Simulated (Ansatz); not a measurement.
**Nb(100) with 4 layers of random Nb-Ag, 2x2: scattering by chemical disorder**

Wanted: resistance against the alloy's length, first Nb(100) with 4 layers of random Nb-Ag, 2x2.

Calculated with Ansatz 0.2.0; Ansatz plane-wave DFT, PBE, PAW files; ballistic transport by layer matching (Landauer), zero bias; PAW set soft_1.

This is a report of a sequence of runs, with most program output left out.

**1. The structure**

The cell holds 56 atoms: 52 Nb and 4 Ag. Cell: a = 6.613 Å, b = 6.613 Å, c = 23.144 Å, α = 90.0°, β = 90.0°, γ = 90.0°. It derives from Nb. Regions: lead, 40 atoms (40 Nb); scattering region, 16 atoms (4 Ag and 12 Nb). The structure is stacked along c, and the current runs across the ab planes.

**2. With 4 alloy layers**

In 4 layers a share of 0.25 of the sites is given to Ag at random. The layers about the cell's end stay perfect and serve as the lead. Disorder leaves little or no symmetry, which makes such runs dear. Energies from -0.05 to 0.05 eV in steps of 0.05 eV are too few for the program's thermal sum, so it prints no conductance; for a metal the transmission near the Fermi level serves, at a fraction of the cost.

Input file input.yaml:

```yaml
crystal:
  lattice:
    - [6.6126, 0.0, 0.0]
    - [0.0, 6.6126, 0.0]
    - [0.0, 0.0, 23.1441]
  atoms:
    - { symbol: Nb, position: [0.0, 0.0, 0.0357142857] }
    - { symbol: Nb, position: [0.0, 0.5, 0.0357142857] }
    - { symbol: Nb, position: [0.5, 0.0, 0.0357142857] }
    - { symbol: Nb, position: [0.5, 0.5, 0.0357142857] }
    - { symbol: Nb, position: [0.25, 0.25, 0.1071428571] }
    - { symbol: Nb, position: [0.25, 0.75, 0.1071428571] }
    - { symbol: Nb, position: [0.75, 0.25, 0.1071428571] }
    - { symbol: Nb, position: [0.75, 0.75, 0.1071428571] }
[... 44 atom lines left out ...]
    - { symbol: Nb, position: [0.25, 0.25, 0.9642857143] }
    - { symbol: Nb, position: [0.25, 0.75, 0.9642857143] }
    - { symbol: Nb, position: [0.75, 0.25, 0.9642857143] }
    - { symbol: Nb, position: [0.75, 0.75, 0.9642857143] }
kpoints:
  mp_grid: { grid: [4, 4, 1] }
hamiltonian:
  xc: pbe
  pseudopotentials: { kind: paw, azcp: { folder: soft_1 } }
scf:
  occupations: { method: fermi_dirac, width: 0.1 }
output:
  transmission: { leads: [[0, 4]], kmesh: [8, 8], e_range: [-0.05, 0.05], de: 0.05 }
  write_potential: true
  write_density: true
  volumetric_format: npy
```

The run is started by

```bash
$ ansatz run input.yaml --threads 4 --pin off --max-ram 15360MiB --backend cpu --events-out ev --progress --plain --runs-dir out
```

Run time: 13 min. Hardware: 4 threads of Arm Neoverse V1, shared host; peak memory 8.3 GiB; 44 min of CPU time.

This step gave:

* free energy: -267080.6313 eV
* energy at zero smearing: -267079.5084 eV
* Fermi energy: 17.73 eV
* cell area: 43.73 Å²
* transmission per spin nearest the Fermi level: 4.071
* open channels per spin nearest the Fermi level: 10.73
* step of the lead's potential: 13.9 meV

Per spin. The transmission, zone mean by energy, zero at the Fermi level:

| energy (eV) | transmission, zone mean |
| --- | --- |
| -0.0500 | 4.26 |
| 0.0000 | 4.07 |
| 0.0500 | 3.93 |

Per spin. Open channels, zone mean, lead against energy, zero at the Fermi level:

| energy (eV) | open channels, zone mean, lead |
| --- | --- |
| -0.0500 | 11.7 |
| 0.0000 | 10.7 |
| 0.0500 | 10.4 |

Transmission over k1 and k2. At 0.0000 eV from the Fermi level.

Ten even steps from '0' (1.29) to '9' (5.68):
```
02577752
25789865
47899887
47998997
47889987
25689875
02577752
00244420
```
Columns: k1 (b1) from -0.5 to 0.375; rows upwards: k2 (b2) from -0.5 to 0.375.

Open channels over k1 and k2. At 0.0000 eV from the Fermi level.

Values, 8 rows by 8 columns:
```
 4.0  9.0  9.0 13.0 14.0 13.0  9.0  9.0
10.0  9.0 10.0 12.0 14.0 12.0 10.0  9.0
10.0 13.0 12.0 11.0 11.0 11.0 12.0 13.0
14.0 14.0 14.0 11.0 11.0 11.0 14.0 14.0
10.0 13.0 12.0 11.0 11.0 11.0 12.0 13.0
10.0  9.0 10.0 12.0 14.0 12.0 10.0  9.0
 4.0  9.0  9.0 13.0 14.0 13.0  9.0  9.0
 4.0  4.0 10.0 10.0 14.0 10.0 10.0  4.0
```
Columns: k1 (b1) from -0.5 to 0.375; rows upwards: k2 (b2) from -0.5 to 0.375.

Over the solved energies the transmission per spin lies between 3.93 and 4.26, out of 10.9 channels of the lead on average (up to 11.7).

**3. With 8 alloy layers**

In 8 layers a share of 0.25 of the sites is given to Ag at random. A fresh draw is used; the growth of the resistance with length is what counts.

System of this step: Nb(100) with 8 layers of random Nb-Ag, 2x2. The cell holds 72 atoms: 64 Nb and 8 Ag. Cell: a = 6.613 Å, b = 6.613 Å, c = 29.757 Å, α = 90.0°, β = 90.0°, γ = 90.0°. It derives from Nb. Regions: lead, 40 atoms (40 Nb); scattering region, 32 atoms (24 Nb and 8 Ag). The structure is stacked along c, and the current runs across the ab planes.

Input file input.yaml:

```yaml
crystal:
  lattice:
    - [6.6126, 0.0, 0.0]
    - [0.0, 6.6126, 0.0]
    - [0.0, 0.0, 29.7567]
  atoms:
    - { symbol: Nb, position: [0.0, 0.0, 0.0277777778] }
    - { symbol: Nb, position: [0.0, 0.5, 0.0277777778] }
    - { symbol: Nb, position: [0.5, 0.0, 0.0277777778] }
    - { symbol: Nb, position: [0.5, 0.5, 0.0277777778] }
    - { symbol: Nb, position: [0.25, 0.25, 0.0833333333] }
    - { symbol: Nb, position: [0.25, 0.75, 0.0833333333] }
    - { symbol: Nb, position: [0.75, 0.25, 0.0833333333] }
    - { symbol: Nb, position: [0.75, 0.75, 0.0833333333] }
[... 60 atom lines left out ...]
    - { symbol: Nb, position: [0.25, 0.25, 0.9722222222] }
    - { symbol: Nb, position: [0.25, 0.75, 0.9722222222] }
    - { symbol: Nb, position: [0.75, 0.25, 0.9722222222] }
    - { symbol: Nb, position: [0.75, 0.75, 0.9722222222] }
kpoints:
  mp_grid: { grid: [4, 4, 1] }
hamiltonian:
  xc: pbe
  pseudopotentials: { kind: paw, azcp: { folder: soft_1 } }
scf:
  occupations: { method: fermi_dirac, width: 0.1 }
output:
  transmission: { leads: [[0, 4]], kmesh: [8, 8], e_range: [-0.05, 0.05], de: 0.05 }
  write_potential: true
  write_density: true
  volumetric_format: npy
```

Wall time 30 min (4 threads); peak memory 8.7 GiB.

Numbers from this step:

| Item | Value |
| --- | --- |
| free energy | -352068.2556 eV |
| energy at zero smearing | -352066.8012 eV |
| Fermi energy | 17.69 eV |
| transmission per spin nearest the Fermi level | 3.126 |
| open channels per spin nearest the Fermi level | 10.61 |
| step of the lead's potential | 5.7 meV |

Per spin. The transmission, zone mean by energy, zero at the Fermi level:

| energy (eV) | transmission, zone mean |
| --- | --- |
| -0.0500 | 3.24 |
| 0.0000 | 3.13 |
| 0.0500 | 3.06 |

Over the solved energies the transmission per spin lies between 3.06 and 3.24, out of 10.7 channels of the lead on average (up to 11.4).

**4. With 12 alloy layers**

In 12 layers a share of 0.25 of the sites is given to Ag at random. A fresh draw is used; the growth of the resistance with length is what counts.

System of this step: Nb(100) with 12 layers of random Nb-Ag, 2x2. The cell holds 88 atoms: 76 Nb and 12 Ag. Its edges and angles: a = 6.613 Å, b = 6.613 Å, c = 36.369 Å, α = 90.0°, β = 90.0°, γ = 90.0°. It derives from Nb. Regions: lead, 40 atoms (40 Nb); scattering region, 48 atoms (36 Nb and 12 Ag). The structure is stacked along c, and the current runs across the ab planes.

Input file input.yaml:

```yaml
crystal:
  lattice:
    - [6.6126, 0.0, 0.0]
    - [0.0, 6.6126, 0.0]
    - [0.0, 0.0, 36.3693]
  atoms:
    - { symbol: Nb, position: [0.0, 0.0, 0.0227272727] }
    - { symbol: Nb, position: [0.0, 0.5, 0.0227272727] }
    - { symbol: Nb, position: [0.5, 0.0, 0.0227272727] }
    - { symbol: Nb, position: [0.5, 0.5, 0.0227272727] }
    - { symbol: Nb, position: [0.25, 0.25, 0.0681818182] }
    - { symbol: Nb, position: [0.25, 0.75, 0.0681818182] }
    - { symbol: Nb, position: [0.75, 0.25, 0.0681818182] }
    - { symbol: Nb, position: [0.75, 0.75, 0.0681818182] }
[... 76 atom lines left out ...]
    - { symbol: Nb, position: [0.25, 0.25, 0.9772727273] }
    - { symbol: Nb, position: [0.25, 0.75, 0.9772727273] }
    - { symbol: Nb, position: [0.75, 0.25, 0.9772727273] }
    - { symbol: Nb, position: [0.75, 0.75, 0.9772727273] }
kpoints:
  mp_grid: { grid: [4, 4, 1] }
hamiltonian:
  xc: pbe
  pseudopotentials: { kind: paw, azcp: { folder: soft_1 } }
scf:
  occupations: { method: fermi_dirac, width: 0.1 }
output:
  transmission: { leads: [[0, 4]], kmesh: [8, 8], e_range: [-0.05, 0.05], de: 0.05 }
  write_potential: true
  write_density: true
  volumetric_format: npy
```

Run time: 46 min. Hardware: 4 threads; peak memory 9.3 GiB.

Numbers from this step:

```
free energy                                   : -437057.1285 eV
energy at zero smearing                       : -437055.4300 eV
Fermi energy                                  : 17.66 eV
transmission per spin nearest the Fermi level : 2.516
step of the lead's potential                  : 3 meV
```

Per spin. Table of transmission, zone mean by energy, zero at the Fermi level:

| energy (eV) | transmission, zone mean |
| --- | --- |
| -0.0500 | 2.60 |
| 0.0000 | 2.52 |
| 0.0500 | 2.42 |

Over the solved energies the transmission per spin lies between 2.42 and 2.60, out of 10.7 channels of the lead on average (up to 11.4).

**5. The fit**

This step: Ansatz plane-wave DFT, PBE, PAW files; ballistic transport by layer matching (Landauer), zero bias; residual resistivity from the slope of the area resistance, atoms on the host's lattice; PAW set soft_1 (Ansatz 0.2.0).

This step gave:

* resistivity: 64.65 µΩ cm
* intercept: 0.4301 fΩ m²
* scatter about the fit: 0.009415 fΩ m²

Resistance, by row:

| run | length (Å) | T | channels N | RA (fΩ m²) |
| --- | --- | --- | --- | --- |
| n4 | 6.613 | 4.087 | 10.92 | 0.8643 |
| n8 | 13.23 | 3.14 | 10.73 | 1.272 |
| n12 | 19.84 | 2.512 | 10.7 | 1.719 |

The area resistance by length of the alloy:

| length of the alloy (Å) | area resistance (fΩ m²) |
| --- | --- |
| 6.61 | 0.864 |
| 13.23 | 1.27 |
| 19.84 | 1.72 |

The area resistance goes from 0.86 to 1.7 fΩ m² between 6.6 and 19.8 Å, a slope of 65 µΩ cm.

By hand from the end points: (1.719 − 0.8643) fΩ m² / (19.84 − 6.61) Å = 65 µΩ cm, since 1 fΩ m² per Å is 1000 µΩ cm.

**6. What came out**

```
resistivity from the slope  : 64.7 µΩ cm
area resistance over 6.61 Å : 0.864 fΩ m²
area resistance over 13.2 Å : 1.27 fΩ m²
area resistance over 19.8 Å : 1.72 fΩ m²
```

**Reading.** The slope gives 65 µΩ cm. The points scatter by 0.0094 fΩ m² about the line, with one random draw a length in a 2x2 cell, so the slope is a rough value. The lead's own channel count moves between the runs (10.9, 10.7 and 10.7), which shifts RA and the slope too. Read with a model of isotropic scattering on a spherical Fermi surface and the lead's 1.9×10¹⁵ S/m², this slope means a mean free path near 6.0 Å; over these lengths the model's slope is within 3 % of its bulk resistivity. The atoms sit on the host's lattice, so scattering by size misfit is left out.

[Logs are printed without paths, hosts, clocks, repeated set-up lines and the standing remarks that a program may print on its own settings, such as how far it seeks lower states.]

[Hosts, paths, dates, database ids (printed as entryN), source tags and the programs' standing remarks are cut or masked in the printed files.]
